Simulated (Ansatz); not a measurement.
PbF2 (Fluorocronite):

```
Pb F
1.0
     0.00000    2.96366    2.96366
     2.96366    0.00000    2.96366
     2.96366    2.96366    0.00000
Pb F
1 2
Direct
  0.00000 0.00000 0.00000
  0.75000 0.75000 0.75000
  0.25000 0.25000 0.25000
```

* Program: Ansatz 0.2.0
* Task: relaxation of cell and atoms
* Functional: LDA
* Potentials or basis: Ansatz PAW
* Cutoff: 420 eV (not typed: the program's choice for these potentials)
* k mesh: 8 × 8 × 8
* Occupations: fermi-dirac, width 0.05 eV
* Spin: no spin polarisation

At the start: volume 17.35 Å³/atom.

Task: Where does the relaxation end?

Result: It ends after 7 steps and the volume is 16.36 Å³/atom (-5.7 %); space group Fm-3m (No. 225, to 0.05 Å).

The path:
| step | energy change (eV) | largest force (eV/Å) | volume (Å³) |
| --- | --- | --- | --- |
| 1 | 0.0000 | 0.0000 | 52.06 |
| 2 | -0.0244 | 0.0000 | 46.75 |
| 3 | -0.0520 | 0.0000 | 49.48 |
| 4 | -0.0532 | 0.0000 | 49.27 |
| 5 | -0.0447 | 0.0000 | 49.27 |
| 6 | -0.0457 | 0.0000 | 49.08 |
| 7 | -0.0452 | 0.0000 | 49.08 |

Final structure:
```yaml
crystal:
  lattice:
    - [0.00000, 2.90595, 2.90595]
    - [2.90595, 0.00000, 2.90595]
    - [2.90595, 2.90595, 0.00000]
  atoms:
    - { symbol: Pb, position: [0.00000, 0.00000, 0.00000] }
    - { symbol: F, position: [0.75000, 0.75000, 0.75000] }
    - { symbol: F, position: [0.25000, 0.25000, 0.25000] }
```

Caveat: the plane-wave basis is chosen anew once the cell has moved, so the energies of steps on either side of that aren't comparable; the pressure holds a Pulay correction of +0.7 GPa for the finite cutoff; the PAW data sets come from PBE, with cores solved anew for the run's functional, which leaves a small shift of forces and pressure.
